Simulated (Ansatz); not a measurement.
Fluorite SrF2 was calculated with rVV10 (PAW; Ansatz, a first-principles code).

Run with plane-wave cutoff 520 eV, 10×10×10 k mesh, Fermi–Dirac smearing 0.01 eV, scalar-relativistic PAW data made under PBE.

Computed at the level's own relaxed cell.

Task: Give the computed band gap, volume per atom, equilibrium lattice constant a and smallest direct gap on the k points sampled.

Result: 
band gap: 6.41 eV
volume per atom: 16.43 Å³/atom
equilibrium lattice constant a: 5.820 Å
smallest direct gap on the k points sampled: 6.52 eV

Measured, for comparison: band gap 11.1 eV (temperature not stated, no zero-point or thermal correction; as tabulated in Aguado et al. (1999), arXiv:cond-mat/9901145).

Spin–orbit coupling is not included.

Static lattice: no zero-point or thermal effects.

Cost on a shared machine: very roughly 40 core-seconds.
